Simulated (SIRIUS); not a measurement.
Runs of SIRIUS 7.10.0 on WS2. Symmetry: P-3m1, No. 164, trigonal system. The conventional cell has a = 3.578 Å, b = 3.578 Å, c = 5.772 Å, α = 90.00°, β = 90.00°, γ = 120.00°. W (site symmetry -3m) has 6 S at 2.53 Å as nearest neighbours. S (site symmetry 3m) has 3 W at 2.53 Å as nearest neighbours. Measurements of this composition are mostly on another form, of space group No. 194.

```tsv
potentials or basis	cutoff (eV)	radial cutoff for the potentials' integrals	gap on the mesh (eV)	pressure (GPa)	largest force (eV/Å)
PseudoDojo 0.4 PBE stringent (scalar relativistic)	1030	6.5 bohr	none	-13.2	0.95
PseudoDojo 0.5 PBE standard (scalar relativistic)	1030	6.5 bohr	none	-13.2	0.95
PseudoDojo 0.4.1 PBE standard (scalar relativistic)	1030	6.5 bohr	none	-13.2	0.95
JTH 2.0 PBE (PAW)	557	-	none	-13.4	0.95
PseudoDojo 0.5 PBE stringent (scalar relativistic)	1030	6.5 bohr	none	-13.2	0.95
GBRV 1.5 PBE (ultrasoft)	557	-	none	(b)	0.94
SG15 1.2 PBE (norm-conserving)	1102	6.5 bohr	none	-13.1	(a)
```

Alike in all rows: task single point; level PBE; no spin polarisation; cell as given; k mesh 8 × 8 × 4; smearing fermi-dirac 0.05 eV.

**Question.** Estimate the missing entries.

**Answer.** (a) 0.93; (b) -14.0.

Caveats: this functional lacks dispersion, which binds the layers, so the pressure and a relaxed spacing across them are unreliable.

A k mesh can miss the band edges, and the runs leave out spin-orbit coupling on W.

A gap of «none» marks a metal or a gap under the smearing width.

The runs don't all hold the same shells in valence.
